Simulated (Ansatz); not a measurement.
ZnS: band gap by level of theory

```
Zn S
1.0
     3.81100    0.00000    0.00000
    -1.90550    3.30042    0.00000
     0.00000    0.00000    6.23400
Zn S
2 2
Direct
  0.66667 0.33333 0.50000
  0.33333 0.66667 0.00000
  0.66667 0.33333 0.88500
  0.33333 0.66667 0.38500
```

| rung | level | program and potentials | cutoff (eV) | k mesh | core time | chip | band gap (eV) | notes |
| --- | --- | --- | --- | --- | --- | --- | --- | --- |
| GGA | PBEsol | Ansatz, Ansatz PAW | 420 | 5 × 5 × 3 | 8.9 s | Intel Xeon | 2.11 | potentials made for PBE, which Ansatz adapts in part |
| GGA | RPBE | Ansatz, Ansatz PAW | 420 | 5 × 5 × 3 | 9.3 s | Intel Xeon | 2.42 | potentials made for PBE, which Ansatz adapts in part |
| GGA | PBE | Ansatz, Ansatz PAW | 420 | 5 × 5 × 3 | 9.8 s | Intel Xeon | 2.25 | - |
| GGA | BLYP | Ansatz, Ansatz PAW | 420 | 5 × 5 × 3 | 11 s | Intel Xeon | 2.22 | potentials made for PBE, which Ansatz adapts in part |
| GGA | revPBE | Ansatz, Ansatz PAW | 420 | 5 × 5 × 3 | 14 s | Intel Xeon | 2.37 | potentials made for PBE, which Ansatz adapts in part |
| meta-GGA | r2SCAN | Ansatz, Ansatz PAW | 500 | 5 × 5 × 3 | 18 s | Intel Xeon | 2.82 | potentials made for PBE, which Ansatz adapts in part |
| hybrid | PBE0 | Ansatz, Ansatz PAW | 420 | 6 × 6 × 4 | 46 s | AMD EPYC 7R13 Zen 3 | 4.13 | potentials made for PBE, which Ansatz adapts in part |
| hybrid | HSE06 | Ansatz, Ansatz PAW | 420 | 6 × 6 × 4 | 47 s | AMD EPYC 7R13 Zen 3 | 3.46 | potentials made for PBE, which Ansatz adapts in part |

Times are single runs on shared hosts and different chips, so they are rough; meshes, cutoffs and the tasks' sizes weigh on the time. Task: band structure. All rows: no spin polarisation. Gaps are the least found on the k mesh or the band path, and a mesh can miss the band edges. The cell comes from a database and isn't always the measured one. Meshes differ between rows, which moves values too. All levels ran on this one cell, unrelaxed unless noted. Meshes are those of the run's cell of 4 atoms unless a note names another. Runs on faulty files, with rough fits or with known faults for this quantity aren't shown. No row holds spin-orbit coupling.

By rung: GGA 2.11 to 2.42; meta-GGA 2.82; hybrid 3.46 to 4.13 (eV).
